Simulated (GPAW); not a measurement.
# CdSe (Cadmoselite) (P6_3mc) in GPAW: settings compared

Aim: see how the results for CdSe (Cadmoselite) move with the level of theory and the settings. Levels: PBE, revPBE+D4, AM05, PBE+D3. Tasks: single point, relaxation of cell and atoms.

All numbers are computed with GPAW 26.7.0; they aren't measurements. Logs are shortened: lines on timing, memory, paths and dates and some standing lists are left out, and cuts for length are marked. The log counts tension as positive stress, the text compression.

**What was measured.**

From a printed reference work, data compilation, for a bulk crystal of CdSe at 2 K: band gap 1.841 eV.

How close the calculation comes is told below.

## Step 1: The crystal as given

The structure is hexagonal, space group P6_3mc (No. 186). The conventional cell has a = 4.300 Å, b = 4.300 Å, c = 7.020 Å, α = 90.00°, β = 90.00°, γ = 120.00°. Cd (site symmetry 3m) has 4 Se at 2.61 to 2.70 Å as nearest neighbours. Se (site symmetry 3m) has 4 Cd at 2.61 to 2.70 Å as nearest neighbours.

## Step 2: Single point, PBE

Input file run.py:

```python
from ase.dft.bandgap import bandgap
from ase.io import read, write
from ase.units import GPa
from gpaw import GPAW, PW

atoms = read('POSCAR')

calc = GPAW(mode=PW(500),
            xc='PBE',
            kpts={'size': (6, 6, 3), 'gamma': True},
            occupations={'name': 'fermi-dirac', 'width': 0.05},
            nbands=31,
            maxiter=120,
            txt='gpaw.txt')
atoms.calc = calc
energy = atoms.get_potential_energy()
forces = atoms.get_forces()
stress = atoms.get_stress()
calc.write('gs.gpw')
write('result.traj', atoms)
print(f'Energy: {energy:.6f} eV')
print('Forces (eV/A):')
print(forces.round(4))
print('Stress (GPa):', (stress / GPa).round(3))
print('Fermi level:', round(calc.get_fermi_level(), 4), 'eV')
print(f'Gap: {bandgap(calc)[0]:.4f} eV, direct: {bandgap(calc, direct=True)[0]:.4f} eV')
```

Input file POSCAR:

```
CdSe
1.0
    4.3000000000      0.0000000000      0.0000000000
   -2.1500000000      3.7239092363      0.0000000000
    0.0000000000      0.0000000000      7.0200000000
Cd Se
2 2
Direct
    0.6666666667      0.3333333333      0.5000000000
    0.3333333333      0.6666666667      0.0000000000
    0.6666666667      0.3333333333      0.8850000000
    0.3333333333      0.6666666667      0.3850000000
```

Potentials or basis: GPAW PAW data sets (gpaw-data 1.2.1), pw.

Started as:

```sh
OMP_NUM_THREADS=1 python run.py
```

gpaw.txt:

```text
__  _  _
 | _ |_)|_||  |
 |__||  | ||/\| - 26.7.0

Input parameters:
  mode=PW(ecut=500.0),
  kpts=MonkhorstPack(size=(6, 6, 3), gamma=True),
  maxiter=120,
  nbands=31,
  occupations=Occupations(name='fermi-dirac', width=0.05),
  xc=XC(name='PBE')

Diagonalizing LCAO Hamiltonian
Converting LCAO to pw mode

            Se

        Se  Cd

        Cd

Atoms  # Å, Bohr magnetons
|   | symbol |         x |        y |        z |    initial magnetic moments |
|---|--------|-----------|----------|----------|-----------------------------|
| 0 |     Cd |  2.150000 | 1.241303 | 3.510000 | ( 0.0000,  0.0000,  0.0000) |
| 1 |     Cd | -0.000000 | 2.482606 | 0.000000 | ( 0.0000,  0.0000,  0.0000) |
| 2 |     Se |  2.150000 | 1.241303 | 6.212700 | ( 0.0000,  0.0000,  0.0000) |
| 3 |     Se | -0.000000 | 2.482606 | 2.702700 | ( 0.0000,  0.0000,  0.0000) |

Unit cell  # Å
| periodic |         x |        y |        z |  lengths |     angles |
|----------|-----------|----------|----------|----------|------------|
|      yes |  4.300000 | 0.000000 | 0.000000 | 4.300000 |  90.000000 |
|      yes | -2.150000 | 3.723909 | 0.000000 | 4.300000 |  90.000000 |
|      yes |  0.000000 | 0.000000 | 7.020000 | 7.020000 | 120.000000 |

Number of symmetries: 6
Symmetry operations  # r_c * U_cc + t_c -> r_c
|   | kind |            matrix            |
|---|------|------------------------------|
| 0 |  σ   |  1, 1, 0,  0,-1, 0,  0, 0, 1 |
| 1 |  E   |  1, 0, 0,  0, 1, 0,  0, 0, 1 |
| 2 |  C3  |  0, 1, 0, -1,-1, 0,  0, 0, 1 |
| 3 |  σ   |  0,-1, 0, -1, 0, 0,  0, 0, 1 |
| 4 |  σ   | -1, 0, 0,  1, 1, 0,  0, 0, 1 |
| 5 |  C3  | -1,-1, 0,  1, 0, 0,  0, 0, 1 |

BZ-sampling:
  Number of BZ points: 108
  Number of IBZ points: 17

  Monkhorst-Pack size: [6, 6, 3]
  Monkhorst-Pack shift: [0.08333333333333333, 0.08333333333333333, 0.0]

K-points  # in reciprocal-cell coordinates
|     |                                coordinates |     weight |
|-----|--------------------------------------------|------------|
|   0 | (  0.00000000,   0.00000000,   0.00000000) | 0.00925926 |
|   1 | (  0.00000000,   0.00000000,   0.33333333) | 0.01851852 |
|   2 | (  0.16666667,   0.00000000,  -0.33333333) | 0.05555556 |
|   3 | (  0.16666667,   0.00000000,   0.00000000) | 0.05555556 |
|   4 | (  0.16666667,   0.00000000,   0.33333333) | 0.05555556 |
|   5 | (  0.33333333,  -0.16666667,   0.00000000) | 0.05555556 |
|   6 | (  0.33333333,  -0.16666667,   0.33333333) | 0.11111111 |
|   7 | (  0.33333333,   0.00000000,  -0.33333333) | 0.05555556 |
|   8 | (  0.33333333,   0.00000000,   0.00000000) | 0.05555556 |
|   9 | (  0.33333333,   0.00000000,   0.33333333) | 0.05555556 |
| ... |                                            |            |
|  16 | (  0.50000000,   0.50000000,   0.33333333) | 0.05555556 |

Plane wave coefficients: 2882
Cutoff: 500.0 eV

Spin-components: 1 (collinear spins)
Bands:           31
Projectors:      22
Spin-degeneracy: 2
Datatype:        complex128

Parallelization:
  kpt:    1
  domain: 1
  band:   1

Density:
  Valence electrons: 36.0
  Components: 1
  Grid points: [24 24 40]
  Charge: 0.0  # |e|

Potential:
  Grid points: [24 24 40]

species:
  Cd:
    name:    Cadmium
    Z:       48.0
    valence: 12
    core:    36
    charge:  0.0  # [|e|]
    compensation charges:
      type: gauss
      rc: 0.38  # [Å]
      lmax: 2
    cutoffs:
      filter: 2.12  # [Å]
      core: 2.62  # [Å]
    projectors
    | kind |    occ | energy [eV] | rcut [Å] |
    |------|--------|-------------|----------|
    |   5s |  2.000 |      -5.655 |    1.191 |
    |   5p |  0.000 |      -1.186 |    1.228 |
    |   4d | 10.000 |     -11.739 |    1.164 |
    |    s |        |      21.556 |    1.191 |
    |    p |        |      26.026 |    1.228 |
    |    d |        |      15.473 |    1.164 |

    Using partial waves for Cd as LCAO basis

  Se:
    name:    Selenium
    Z:       34.0
    valence: 6
    core:    28
    charge:  0.0  # [|e|]
    compensation charges:
      type: gauss
      rc: 0.27  # [Å]
      lmax: 2
    cutoffs:
      filter: 1.77  # [Å]
      core: 2.67  # [Å]
    projectors
    | kind |    occ | energy [eV] | rcut [Å] |
    |------|--------|-------------|----------|
    |   4s |  2.000 |     -17.277 |    0.847 |
    |   4p |  4.000 |      -6.512 |    1.005 |
    |    s |        |       9.935 |    0.847 |
    |    p |        |      20.699 |    1.005 |
    |    d |        |       0.000 |    0.847 |

    Using partial waves for Se as LCAO basis

Reference energy: -436553.300934  # eV

eigensolver:
  PPCG
  Converge bands: occupied
  niter=2

density mixing:
  MSR1-Mixer
  Pratt-step length: 0.05
  Maximum mixing coefficient: 0.75
  Old densities: 10
  SVD Regularization: 0.005
  Good broyden scale: 1.0
  Trust region scale: 1.0
  Backstep threshold: 4.0
  History deletion threshold: 6.0
  Fourier metric: weight=20.0, sigma=0.015

occupation numbers:
  Fermi-Dirac:
    width: 0.0500  # eV

poisson solver:
  ecut: 4000.0  # eV

xc functional:
  name: PBE with 2 nearest neighbor stencil

convergence criteria:
- Maximum [total energy] change in last 3 cyles: 0.0005 eV / valence electron
- Maximum integral of absolute [dens]ity change: 0.0001 electrons / valence electron
- Maximum integral of absolute [eigenst]ate change: 4e-08 eV^2 / valence electron
maximum number of iterations: 120

SCF iterations
|iter     | |      energy | eigst |  dens |
|---------|-|-------------|-------|-------|
|iter:   1| |  -11.994222 | -0.63 |       |
|iter:   2| |  -11.841740 | -2.52 | -1.17 |
|iter:   3| |  -11.292657 | -1.51 | -1.22 |
|iter:   4| |  -11.290428 | -3.32 | -1.79 |
|iter:   5| |  -11.289825c| -3.77 | -2.24 |
|iter:   6| |  -11.289893c| -5.18 | -2.94 |
|iter:   7| |  -11.289901c| -6.48 | -3.53 |
|iter:   8| |  -11.289900c| -7.30 | -4.33c|
|iter:   9| |  -11.289900c| -7.86c| -4.76c|

Converged in 9 steps
Energy contributions relative to reference atoms: (reference = -436553.300934)

Energy contributions:
  Kinetic:          41.238018
  Coulomb:         -37.086570
  Zero:              0.093302
  External:          0.000000
  Xc:              -15.534638
  Entropy:          -0.000025
  Spinorbit:         0.000000
  ----------------------------
  Free energy:     -11.289913
  Extrapolated:    -11.289900

dipole moment: (0.000005, 0.000010, -18.329456)  # |e|*Ang

Fermi level: 4.007
Eigenvalues  # (at kpt = [0.000, 0.000, 0.000])
| band index |      eig [eV] | occ [0-2] |
|------------|---------------|-----------|
|          0 |        -8.965 |     2.000 |
|        ... |               |           |
|         10 |        -3.835 |     2.000 |
|         11 |        -3.553 |     2.000 |
|         12 |        -0.618 |     2.000 |
|         13 |         2.908 |     2.000 |
|         14 |         2.908 |     2.000 |
|         15 |         3.619 |     1.999 |
[... 8 lines left out ...]
|         24 |        10.605 |     0.000 |
|         25 |        11.333 |     0.000 |
|        ... |               |           |
|         30 |        14.641 |     0.000 |

Gap: 0.696 eV
Transition (v -> c):
  (s=0, k=0, n=17, [0.00, 0.00, 0.00]) -> (s=0, k=0, n=18, [0.00, 0.00, 0.00])
No difference between direct/indirect transitions

Forces  # eV/Ang
|       x |       y |        z |
|---------|---------|----------|
| 0.00000 | 0.00000 |  0.28164 |  # Cd   0
| 0.00000 | 0.00000 |  0.28211 |  # Cd   1
| 0.00000 | 0.00000 | -0.28175 |  # Se   2
| 0.00000 | 0.00000 | -0.28202 |  # Se   3

Stress tensor  # eV/Ang^3
|         x |         y |         z |
|-----------|-----------|-----------|
| -0.019996 |  0.000000 | -0.000000 |
| -0.000000 | -0.019996 |  0.000000 |
| -0.000000 |  0.000000 | -0.007538 |

# Writing to gs.gpw (mode='')
```

stdout:

```text
Energy: -11.289900 eV
Forces (eV/A):
[[ 0.      0.      0.2816]
 [ 0.      0.      0.2821]
 [ 0.      0.     -0.2818]
 [ 0.      0.     -0.282 ]]
Stress (GPa): [-3.204 -3.204 -1.208  0.    -0.     0.   ]
Fermi level: 4.007 eV
Gap: 0.6956 eV, direct: 0.6956 eV
```

Run time: 54 s. Hardware: 1 thread of Intel Xeon at 2.50GHz (Skylake/Cascade Lake), shared host; peak memory 0.19 GiB.

What came out:

| Quantity | Value |
| --- | --- |
| Free energy | -11.2899 eV |
| Pressure | 2.5 GPa |
| Largest force | 0.282 eV/Å |
| Band gap on the k mesh | 0.70 eV, direct |

Forces on the atoms (eV/Å):
```
Cd   0.000  0.000  0.282
Cd   0.000  0.000  0.282
Se   0.000  0.000 -0.282
Se   0.000  0.000 -0.282
```

Levels at points of the mesh, in eV from the valence-band top:
| k point | band 16 | band 17 | band 18 | band 19 | band 20 | band 21 |
| --- | --- | --- | --- | --- | --- | --- |
| (0.00, 0.00, 0.00) | -0.01 | 0.00 | 0.00 | 0.70 | 2.11 | 5.86 |
| (0.50, 0.50, 0.00) | -1.87 | -1.24 | -0.84 | 3.22 | 3.31 | 4.80 |

Caveat: the cutoff is short for stress and forces, so pressures can be off by a GPa or more.

## Step 3: Relaxation of cell and atoms, revPBE+D4

Input file run.py:

```python
from ase.calculators.mixing import SumCalculator
from ase.filters import FrechetCellFilter
from ase.io import read, write
from ase.optimize import BFGS
from dftd4.ase import DFTD4
from gpaw import GPAW, PW

atoms = read('CdSe.cif')

calc = GPAW(mode=PW(600),
            xc='revPBE',
            kpts={'size': (5, 5, 3), 'gamma': True},
            occupations={'name': 'fermi-dirac', 'width': 0.05},
            nbands=31,
            convergence={'density': 1e-05, 'energy': 1e-05},
            maxiter=150,
            txt='gpaw.txt')
atoms.calc = SumCalculator([calc, DFTD4(method='revpbe')])
opt = BFGS(FrechetCellFilter(atoms), trajectory='relax.traj', logfile='-')
done = opt.run(fmax=0.02, steps=40)
calc.write('gs.gpw')
write('result.traj', atoms)
print('Converged:', done)
print('Cell:', atoms.cell.cellpar().round(4))
print('Volume:', round(atoms.get_volume(), 4))
print(atoms.get_scaled_positions().round(5))
```

Input file CdSe.cif:

```cif
data_CdSe
_cell_length_a 4.30000000
_cell_length_b 4.30000000
_cell_length_c 7.02000000
_cell_angle_alpha 90.00000000
_cell_angle_beta 90.00000000
_cell_angle_gamma 120.00000000
_space_group_name_H-M_alt 'P6_3mc'
_space_group_name_Hall 'P 6c -2c'
_space_group_IT_number 186
loop_
_space_group_symop_operation_xyz
'x,y,z'
'x-y,x,z+1/2'
'-y,x-y,z'
'-x,-y,z+1/2'
'-x+y,-x,z'
'y,-x+y,z+1/2'
'y,x,z+1/2'
'x,x-y,z'
'x-y,-y,z+1/2'
'-y,-x,z'
'-x,-x+y,z+1/2'
'-x+y,y,z'
loop_
_atom_site_label
_atom_site_type_symbol
_atom_site_symmetry_multiplicity
_atom_site_Wyckoff_symbol
_atom_site_fract_x
_atom_site_fract_y
_atom_site_fract_z
_atom_site_occupancy
Cd1 Cd 2 b 0.6666666667 0.3333333333 0.5000000000 1
Se1 Se 2 b 0.6666666667 0.3333333333 0.8850000000 1
```

Potentials or basis: the program's PAW data sets (release 1.2.1) made for this functional, pw.

Started as:

```sh
OMP_NUM_THREADS=1 python run.py
```

Run time: 77 s. Hardware: 1 thread of Intel Xeon Platinum 8488C (Sapphire Rapids), shared host; peak memory 0.25 GiB.

Results (log left out):

```
Free energy                            : -12.3083 eV
Relaxed volume                         : 28.40 Å³/atom
Relaxed cell                           : a = 4.324 Å, b = 4.324 Å, c = 7.016 Å, α = 90.00°, β = 90.00°, γ = 120.00°
Space group after relaxing (to 0.05 Å) : P6_3mc (No. 186)
Energy gained by relaxing              : 5.6 meV/atom
Ionic steps                            : 6
Pressure after relaxing                : 0.0 GPa
Largest force after relaxing           : 0.020 eV/Å
Band gap on the k mesh                 : 0.78 eV, direct
Dispersion energy per atom             : -0.536 eV
```

Forces in eV/Å, atoms in the order of the input:
```
Cd   0.000  0.000  0.020
Cd   0.000  0.000  0.019
Se   0.000  0.000 -0.020
Se   0.000  0.000 -0.019
```

Stress tensor (GPa, compression positive):
```
-0.03  0.00  0.00
 0.00 -0.03  0.00
 0.00  0.00  0.05
```

Step by step:
```
step  energy change (eV)  largest force (eV/Å)  pressure (GPa)  volume (Å³)
   1              0.0000                0.2899            0.64       112.41
   2             -0.0063                0.2486            0.55       112.55
   3             -0.0218                0.0150            0.12       113.32
   4             -0.0219                0.0057            0.13       113.30
   5             -0.0220                0.0095            0.12       113.33
   6             -0.0222                0.0198            0.00       113.60
```

Final structure:
```
CELL_PARAMETERS angstrom
4.32395 0.00000 0.00000
-2.16198 3.74465 0.00000
0.00000 0.00000 7.01608
ATOMIC_POSITIONS crystal
Cd 0.66667 0.33333 0.50377
Cd 0.33333 0.66667 0.00378
Se 0.66667 0.33333 0.88122
Se 0.33333 0.66667 0.38122
```

Levels at points of the mesh, in eV from the valence-band top:
```
           k point  band 15  band 16  band 17  band 18  band 19  band 20  band 21  band 22
(0.00, 0.00, 0.00)    -0.76    -0.02     0.00     0.00     0.78     2.24     5.88     5.88
```

Caveat: later steps reuse the first step's grids. A hybrid or GW would open this gap; revPBE tends to underestimate it.

(Continued in part 2 of 3.)
